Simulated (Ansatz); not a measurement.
KI: clamped-ion strain scan

Method: DFT r2SCAN, scalar-relativistic, plane waves, PAW in Ansatz. Settings: plane waves to 500 eV, k-mesh 6×6×6 (Γ-centred), Gaussian smearing 0.05 eV. No spin polarisation. Energies are free energies at this smearing, counted from the undisturbed cell; pressure is positive in compression.

Reference structure (as given, not relaxed at this level; it stands at 0.2 GPa):

```
K I
1.0
     0.00000    3.52455    3.52455
     3.52455    0.00000    3.52455
     3.52455    3.52455    0.00000
K I
1 1
Direct
  0.00000 0.00000 0.00000
  0.50000 0.50000 0.50000
```

The cell is strained by ε times the Voigt pattern (0, 0, 1, 0, 0, 0) (xx, yy, zz, yz, xz, xy; engineering shear) with fractional coordinates fixed.

```tsv
ε	ΔE (meV/atom)
-0.0400	11.4
-0.0300	6.7
-0.0200	3.3
-0.0100	1.1
0.0000	0.0
0.0100	-0.2
0.0200	0.4
0.0300	1.6
0.0350	2.5
0.0400	3.5
```

Question: Predict the stress summed along the pattern (GPa, tension positive) at each point.

Answer:
```
      ε  stress summed along the pattern (GPa, tension positive)
-0.0400                                                    -2.00
-0.0300                                                    -1.47
-0.0200                                                    -1.00
-0.0100                                                    -0.60
 0.0000                                                    -0.24
 0.0100                                                     0.07
 0.0200                                                     0.34
 0.0300                                                     0.58
 0.0350                                                     0.68
 0.0400                                                     0.78
```